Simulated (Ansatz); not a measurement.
Zincblende NaF, relaxed with r2SCAN in Ansatz 0.2.0. It is cubic, F-43m (No. 216); a = 5.063 Å in the conventional setting, 16.22 Å³ an atom. Na has 4 F at 2.19 Å; F has 4 Na at 2.19 Å.

The axes x, y and z are those of this cell:
```yaml
crystal:
  lattice:
    - [0.00000, 2.53126, 2.53126]
    - [2.53126, 0.00000, 2.53126]
    - [2.53126, 2.53126, 0.00000]
  atoms:
    - { symbol: Na, position: [0.00000, 0.00000, 0.00000] }
    - { symbol: F, position: [0.25000, 0.25000, 0.25000] }
```

Unstrained: The PBE gap is direct at Γ: 5.628 eV. With r2SCAN the valence top lies at Γ–K (0.19 of the way from Γ) and the conduction bottom at Γ, 6.257 eV higher; the smallest vertical gap, at Γ, is 6.257 eV. Least and direct gap differ so little that the kind isn't settled. HSE06 gives a direct gap of 7.664 eV at Γ. Meshes: PBE 8×8×8, r2SCAN 8×8×8, HSE06 6×6×6. Strains are changes of length per length, and xy shears are angles. After each strain the atoms were relaxed again with r2SCAN within the symmetry that the strain leaves, so tilts or polar shifts that break it weren't tested; points keep the names that they have in the unstrained zone. Under uniaxial strain the other axes carry as much stress as the strained one: the cell is very soft in shear and may be mechanically unstable. The calculation is spin-unpolarised, and the structure need not be a phase that has been made.

(1) Estimate what uniaxial -4.0 % along x, other directions held does to the gap.

(2) Estimate what uniaxial +0.5 % along [111], other directions held does to the gap.

(3) Estimate what epitaxial -3.0 % in the xy plane, free normal strain +4.93 % does to the gap.

(4) One strain changed the r2SCAN stress by xx +6.06, yy +6.06, zz +6.06 GPa (compression positive) and the gap by +0.428 eV (PBE), +0.422 eV (r2SCAN), +0.477 eV (HSE06). Which kind of strain was it, and roughly how large?

(5) One strain changed the r2SCAN stress by xx -0.01, yy -0.01, zz -0.03, xy -0.42 GPa (compression positive) and the gap by -0.034 eV (PBE), -0.033 eV (r2SCAN), -0.034 eV (HSE06). Which kind of strain was it, and roughly how large?

## Answers

(1) PBE: the gap goes from 5.628 to 5.748 eV (+0.120 eV). r2SCAN: the gap goes from 6.257 to 6.376 eV (+0.119 eV); least and direct gap lie within 0.04 eV, so its kind isn't settled. HSE06: the gap goes from 7.664 to 7.799 eV (+0.135 eV). The r2SCAN energy rises by 3.3 meV an atom.

(2) PBE: the gap goes from 5.628 to 5.608 eV (-0.020 eV). r2SCAN: the gap goes from 6.257 to 6.237 eV (-0.020 eV); least and direct gap lie within 0.04 eV, so its kind isn't settled. HSE06: the gap goes from 7.664 to 7.642 eV (-0.022 eV). The r2SCAN energy rises by 0.1 meV an atom.

(3) PBE: the gap goes from 5.628 to 5.622 eV (-0.006 eV); it turns from direct (Γ) to indirect ((0.156, 0.156, 1/3) → Γ); least and direct gap lie within 0.04 eV, so its kind isn't settled. r2SCAN: the gap goes from 6.257 to 6.253 eV (-0.004 eV); the edges go from Γ–K (0.19) → Γ to (0.156, 0.156, 1/3) → Γ. HSE06: the gap goes from 7.664 to 7.664 eV (0.000 eV); it turns from direct (Γ) to indirect ((0.156, 0.156, 1/3) → Γ); least and direct gap lie within 0.04 eV, so its kind isn't settled. The r2SCAN energy rises by 1.4 meV an atom.

(4) Isotropic -4.0 % on every length. The pattern of the stress gives the kind; the size needs the stiffness, so it is an estimate.

(5) Xy shear, engineering strain (angle) +3.0 %. The pattern of the stress gives the kind; the size needs the stiffness, so it is an estimate.

Where an edge lies off the special points, it is a point of the mesh or the k point where a search put PBE's edge or least direct gap, reused for the other functionals, whose own edges may lie a little apart.

Coordinates of k points refer to the reciprocal vectors of the primitive cell of the runs.

The meshes of the hybrids are coarse, so their gaps aren't converged to the digits shown.
